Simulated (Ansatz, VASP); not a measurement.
**Two plane-wave programs on MgB2**

File INCAR:

```
ALGO = Normal
EDIFF = 1E-6
ENCUT = 520
GGA = PS
ISIF = 2
ISMEAR = 0
LASPH = True
LCHARG = True
LELF = True
LREAL = False
LVHAR = True
LWAVE = False
NBANDS = 11
NELM = 80
PREC = Accurate
SIGMA = 0.15
```

Contents of KPOINTS:

```
k-points
0
Gamma
  18 18 14
```

POSCAR

```
MgB2
1.0
    2.8167556995      0.0000000000      0.0000000000
   -1.4083778498      2.4393819920      0.0000000000
    0.0000000000      0.0000000000      3.5044564168
Mg B
1 2
Direct
    0.0000000000      0.0000000000      0.0000000000
    0.3333333333      0.6666666667      0.5000000000
    0.6666666667      0.3333333333      0.5000000000
```

Input for Ansatz:

```yaml
crystal:
  lattice:
    - [2.8167556995, 0.0, 0.0]
    - [-1.4083778498, 2.439381992, 0.0]
    - [0.0, 0.0, 3.5044564168]
  atoms:
    - { symbol: Mg, position: [0.0, 0.0, 0.0] }
    - { symbol: B, position: [0.3333333333, 0.6666666667, 0.5] }
    - { symbol: B, position: [0.6666666667, 0.3333333333, 0.5] }
basis:
  ecutwfc: 420
kpoints:
  mp_grid: { grid: [18, 18, 14] }
hamiltonian:
  xc: pbesol
scf:
  occupations: { method: gaussian, width: 0.15 }
output:
  forces: true
  stress: true
  eigenvalues: true
```

Change from the starting cell: strain -0.080 along x and y, +0.000 along z, atoms carried along.

Alike in both runs: task single point; functional PBEsol; k mesh 18 × 18 × 14; occupations gaussian, width 0.15 eV; no spin polarisation.

```csv
,VASP,Ansatz
version,VASP 6.6.1,Ansatz 0.2.0
potentials or method,"VASP PAW PBE potentials, release 64 (Mg, B)","scalar-relativistic, plane waves, PAW"
plane-wave cutoff (eV),520,420
valence electrons in the cell,8,16
```

Ansatz gave:

| Property | Result |
| --- | --- |
| gap on the k mesh at the Fermi level (eV) | none |
| pressure (GPa) | 40.7 |
| largest component of the traceless stress (GPa) | 35.37 |

Q: Estimate VASP's values.

A: gap on the k mesh at the Fermi level (eV): none; pressure (GPa): 41.1; largest component of the traceless stress (GPa): 35.66.

A gap of «none» marks a metal or a gap that the smearing closes. With one functional, cell and mesh, what is left measures potentials, basis and numerics. The two sets of potentials don't hold the same shells in valence.

Caveats: so large a pressure means that the cell lies far from this level's equilibrium, or that cutoff or potentials fall short (VASP); the potentials were made for another functional, which shifts forces and pressure (VASP).
